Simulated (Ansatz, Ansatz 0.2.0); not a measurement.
# Lattice constants of C14 Mg₂Ca from r2SCAN and PBEsol: a steady volume and an axial ratio sensitive to the k mesh

## Experiment

Mg₂Ca crystallises in the hexagonal C14 Laves structure, and two sets of diffraction lattice constants are used here. One is compiled in a printed reference work on crystal structures and lattice constants of metals; no temperature is given with it, though I take it to be room temperature. The other is the room-temperature cell behind the starting structure (2003, Crystallography Open Database entry 4313238), whose sample is not described. The database cell is about 0.6 % longer in a and about 0.2 % shorter in c than the compiled one. I judge a against the compiled value and c against the database value. The reference pair is therefore mixed, so it tests the two lengths separately and is no measured axial ratio of one sample.

| compared with | measured | source's wording or label | T (K) | method |
| --- | --- | --- | --- | --- |
| a (Å) | 6.225 | hexagonal a | – | compiled diffraction data * |
| c (Å) | 10.18 | hexagonal c | – | compiled diffraction data |
| a (Å) | 6.2613 | value in the starting structure, on standard axes | room temperature | diffraction refinement behind the database entry |
| c (Å) | 10.1573 | value in the starting structure, on standard axes | room temperature | diffraction refinement behind the database entry * |

Where a quantity has several values, deviations refer to the one marked *.

Conditions are those given with the value in the passage it was taken from; "not stated" means there, and the paper may say more elsewhere. The values are a selection: others may have been left out beforehand as unlike or outlying.

## Plan

I want a and c of Mg₂Ca from full relaxations of the 12-atom cell, with the internal coordinates free and the space group P6₃/mmc kept. Success means a within 1 % and c within 1 %. A good functional should manage that for a simple intermetallic, and a limit much narrower would run into the disagreement between the two measured values of a.

The calculations give a static lattice. Thermal expansion to room temperature and zero-point motion together should lengthen the axes by roughly half a per cent, so a sound static result ought to lie slightly below the measured lengths.

My first choice is r2SCAN. Calcium is the delicate partner: its soft, polarisable semicore shell and diffuse valence density make its bond lengths sensitive to the functional, and PBEsol tends to contract it. LDA is cheaper than a meta-GGA but overbinds such metals and would give both axes clearly too short; it isn't shown in this report. PBEsol is set beside r2SCAN for scale. After that come numerical checks: the k mesh with both functionals, the cutoff and the potentials with the cheaper PBEsol.

Plain PBE isn't shown in this study.

System: Mg2Ca, C14 hexagonal Laves; P6_3/mmc (No. 194), 12 atoms in the primitive cell; the database structure is a diffraction structure: a = 6.261 Å, c = 10.157 Å; structure from the Crystallography Open Database.

On the selection of runs and values: Further runs on this system are not shown.

## 1. r2SCAN, with PBEsol for scale

I relax the same starting structure with both functionals on the same k mesh. I expect r2SCAN to land a little below the measured axes and PBEsol to come out shorter still.

**Run 1.** Ansatz 0.2.0: r2SCAN, cell and atoms relaxed from the database structure, PAW set soft_2, cutoff 500 eV (default), 6x6x4 k mesh, Gaussian smearing 0.1 eV.

Key lines of the input:
```
crystal:
  # lattice and atoms
kpoints:
  mp_grid: { grid: [6, 6, 4] }
hamiltonian:
  xc: r2scan
scf:
  occupations: { method: gaussian, width: 0.1 }
output:
  forces: true
  stress: true
relax:
  adjacent_minimum: "off"
  f_tol: 0.005
  max_steps: 60
  cell: { stress_tol: 0.03 }
```

Command:
```
ansatz run input.yaml --threads 4 --pin off --max-ram 16384MiB --backend cpu --events-out ev --progress --plain --runs-dir out
```

Selected lines of the output:
```
relax step   1: F+E_penalty+E_count = -22699.48977972 eV  [...]  max|allowed force component| = 1.803e-2 eV/Å  [...]  P = -0.502 GPa  Ω = 344.856 Å³  (7 SCF iters, dr2 threshold 1.00e-7 eV [...]
  cell:  # Å, volume = 339.2020 Å³
```

Converged; 2.2 min on 4 cores of Arm Neoverse N1, shared host.

**Run 2.** Ansatz 0.2.0: PBEsol, cell and atoms relaxed from the database structure, PAW set soft_2, cutoff 420 eV (default), 6x6x4 k mesh, Gaussian smearing 0.1 eV.

Key lines of the input, as changed from run 1:
```diff
  hamiltonian:
-   xc: r2scan
+   xc: pbesol
```

Command:
```
ansatz run input.yaml --threads 8 --pin off --max-ram 16384MiB --backend cpu --events-out ev --progress --plain --runs-dir out
```

Selected lines of the output:
```
  cell:  # Å, volume = 331.3601 Å³
```

Converged; 18 s on 8 cores of Arm Neoverse V2, shared host.

| quantity | run 1 | run 2 | measured |
| --- | --- | --- | --- |
| a (Å) | 6.2567 | 6.2117 | 6.225 |
| c (Å) | 10.0056 | 9.9164 | 10.1573 |
| conventional cell volume (Å³) | 339.20 | 331.36 |  |

r2SCAN gives a 0.5 % above the compiled value, inside the limit, but c is 1.5 % short and misses. PBEsol also passes in a and falls 2.4 % short in c. I had expected r2SCAN slightly below experiment on both axes; against the database cell a does lie just below, but c is much too short.

The volume helps to separate size from shape. r2SCAN ends 1.6 % below the database cell in volume, equivalent to about half a per cent in length, which is what I allowed for temperature and zero-point motion. The shape is the odd part: c/a is 1.599 with r2SCAN and 1.596 with PBEsol, against 1.622 in the database cell. Two functionals that differ in volume but share nearly the same low axial ratio make me suspect the common k mesh. In a metal, incomplete sampling can produce a spurious anisotropic stress, and the relaxation then follows it faithfully.

## 2. Is the k mesh setting c/a?

I repeat PBEsol with a denser in-plane mesh, 9×9×4, and r2SCAN on a coarse 3×3×2 mesh. The first is the more valuable test, since it goes towards better sampling; the second shows how strongly the r2SCAN cell itself responds. If sampling is at fault, I expect the denser mesh to lengthen c and shorten a, with little change in volume.

**Run 3.** Ansatz 0.2.0: PBEsol, cell and atoms relaxed from the database structure, PAW set soft_2, cutoff 420 eV (default), 9x9x4 k mesh, Gaussian smearing 0.1 eV.

Key lines of the input, as changed from run 2:
```diff
  kpoints:
-   mp_grid: { grid: [6, 6, 4] }
+   mp_grid: { grid: [9, 9, 4] }
```

Selected lines of the output:
```
  cell:  # Å, volume = 331.1044 Å³
    - [0.0, 0.0, 9.968657735745616]
```

Converged; 44 s on 4 cores of Arm Neoverse V2, shared host.

**Run 4.** Ansatz 0.2.0: r2SCAN, cell and atoms relaxed from the database structure, PAW set soft_2, cutoff 500 eV (default), 3x3x2 k mesh, Gaussian smearing 0.1 eV.

Key lines of the input, as changed from run 1:
```diff
  kpoints:
-   mp_grid: { grid: [6, 6, 4] }
+   mp_grid: { grid: [3, 3, 2] }
```

Selected lines of the output:
```
  cell:  # Å, volume = 338.6236 Å³
    - [0.0, 0.0, 10.18216632169501]
```

Converged; 38 s on 4 cores of Arm Neoverse N1, shared host.

| quantity | run 3 | run 4 | measured |
| --- | --- | --- | --- |
| a (Å) | 6.1930 | 6.1969 | 6.225 |
| c (Å) | 9.9687 | 10.1822 | 10.1573 |
| conventional cell volume (Å³) | 331.10 | 338.62 |  |

The mesh does affect the shape. With PBEsol, going to 9×9×4 shortens a by 0.3 % and lengthens c by 0.5 %, while the volume changes by less than 0.1 %. c/a rises from 1.596 to 1.610, in the direction I expected, but c is still 1.9 % short.

r2SCAN responds more strongly to its coarser mesh: c is 0.177 Å longer than on 6×6×4, and c/a becomes 1.643. Both axes then fall within 1 % of their references. I don't accept that as a success, because the agreement comes from the poorest sampling and disappears on the better mesh. The r2SCAN volume differs by only 0.2 % between the two meshes, so the volume is a much firmer result than either axis.

I can't carry the PBEsol shift over to r2SCAN to repair its c. The axial ratio isn't settled for either functional, and 9×9×4 refines only the in-plane sampling.

## 3. Cutoff and potentials under PBEsol

Before blaming PBEsol for its short c, I check the other two numerical ingredients: a 590 eV cutoff with the same PAW set, and norm-conserving pseudopotentials. Both use the 6×6×4 mesh, so they compare directly with the first PBEsol run. I expect small changes in volume and no recovery of c, since neither change touches the sampling. These checks count for PBEsol only.

**Run 5.** Ansatz 0.2.0: PBEsol, cell and atoms relaxed from the database structure, PAW set soft_2, cutoff 590 eV, 6x6x4 k mesh, Gaussian smearing 0.1 eV.

Key lines of the input, as changed from run 2:
```diff
+ basis:
+   ecutwfc: 590.0
```

Selected lines of the output:
```
--- Relaxed structure (4 steps of the walk, 4 accepted, 1 SCFs on fresh bases) ---
    - [-3.105806251116593, 5.379414225398962, 0.0]
```

Converged; 54 s on 4 cores of Arm Neoverse V2, shared host.

**Run 6.** Ansatz 0.2.0: PBEsol, PseudoDojo norm-conserving pseudopotentials, cell and atoms relaxed from the database structure, cutoff 1143 eV (default), 6x6x4 k mesh, Gaussian smearing 0.1 eV.

Key lines of the input, as changed from run 2:
```diff
  hamiltonian:
+   pseudopotentials: { kind: nc, accuracy: standard }
```

Selected lines of the output:
```
  cell:  # Å, volume = 331.4188 Å³
    - [0.0, 0.0, 9.917111947227804]
```

Converged; 2.4 min on the same hardware.

| quantity | run 5 | run 6 | measured |
| --- | --- | --- | --- |
| a (Å) | 6.2116 | 6.2120 | 6.225 |
| c (Å) | 9.9164 | 9.9171 | 10.1573 |
| conventional cell volume (Å³) | 331.35 | 331.42 |  |

Neither change matters. Raising the cutoff to 590 eV leaves both axes within 0.0001 Å of the first PBEsol run, and the norm-conserving potentials move c by only 0.0007 Å, too little to separate from the stopping thresholds of the relaxations. The denser in-plane mesh had moved c by 0.052 Å.

For PBEsol on the 6×6×4 mesh, then, neither the cutoff nor the PAW set explains the short c. All three runs share that mesh, so their close agreement says nothing about whether the axial ratio is converged. How much of the miss in c belongs to the functional and how much to the sampling remains open.

## Summary of runs

| run | settings | a (Å) | deviation | c (Å) | deviation | cost |
| --- | --- | --- | --- | --- | --- | --- |
| 1 | r2SCAN, PAW set soft_2, cutoff 500 eV (default), 6x6x4 k mesh | 6.2567 | +0.0317 (+0.5 %) | 10.0056 | −0.1517 (−1.5 %) | 8.6 core-min |
| 2 | PBEsol, PAW set soft_2, cutoff 420 eV (default), 6x6x4 k mesh | 6.2117 | −0.0133 (−0.2 %) | 9.9164 | −0.2409 (−2.4 %) | 2.4 core-min |
| 3 | PBEsol, PAW set soft_2, cutoff 420 eV (default), 9x9x4 k mesh | 6.1930 | −0.0320 (−0.5 %) | 9.9687 | −0.1886 (−1.9 %) | 2.9 core-min |
| 4 | r2SCAN, PAW set soft_2, cutoff 500 eV (default), 3x3x2 k mesh | 6.1969 | −0.0281 (−0.5 %) | 10.1822 | +0.0249 (+0.2 %) | 2.5 core-min |
| 5 | PBEsol, PAW set soft_2, cutoff 590 eV, 6x6x4 k mesh | 6.2116 | −0.0134 (−0.2 %) | 9.9164 | −0.2409 (−2.4 %) | 3.6 core-min |
| 6 | PBEsol, PseudoDojo norm-conserving pseudopotentials, cutoff 1143 eV (default), 6x6x4 k mesh | 6.2120 | −0.0130 (−0.2 %) | 9.9171 | −0.2402 (−2.4 %) | 9.7 core-min |
|  | measured | 6.225 |  | 10.1573 |  |  |

## Verdict

The target is not met. r2SCAN on the 6×6×4 mesh, the level I committed to, passes in a at +0.5 % but misses in c at −1.5 %, for 8.6 core-minutes. Taking the compiled c instead would make the miss slightly larger.

The mesh comparisons mattered most. Refining the in-plane mesh lengthened c by 0.5 % with PBEsol, and coarsening the r2SCAN mesh lengthened it by 1.8 %. The coarse r2SCAN run meets both limits by chance and doesn't count as a success. The cutoff and pseudopotential checks ruled out two causes for PBEsol, but brought the r2SCAN verdict no further. The more useful check for that verdict is a denser r2SCAN mesh, refined along c as well, which is not shown in this report.

The volume is steadier than the shape. r2SCAN lies 1.6 % below the database cell, about what thermal expansion and zero-point motion would account for. PBEsol lies about 4 % below, more than that allowance covers, which fits its expected tendency to contract calcium compounds. The reasonable r2SCAN volume still hides an axial ratio that is too low.

Adding roughly half a per cent for temperature and zero-point motion would bring the r2SCAN c to about 1 % short, but push a to about 1 % above the compiled value. Against the database a, the static result is only 0.1 % short, so the judgement on a also depends on which measurement is used. What remains in c may come from sampling, the functional or both; these runs can't divide it. They therefore give no final judgement on r2SCAN for this crystal.

[Logs are printed without paths, hosts, clocks, repeated set-up lines and the standing remarks that a program may print on its own settings, such as how far it seeks lower states.]

[The runs shown are a pick from a larger set of finished runs; failed, doubtful and other runs were left out of it ahead of writing. So were measured values far from every level or from commonly accepted values, and agreement can look better than it is. Lines of input and output are excerpts and may be shortened.]
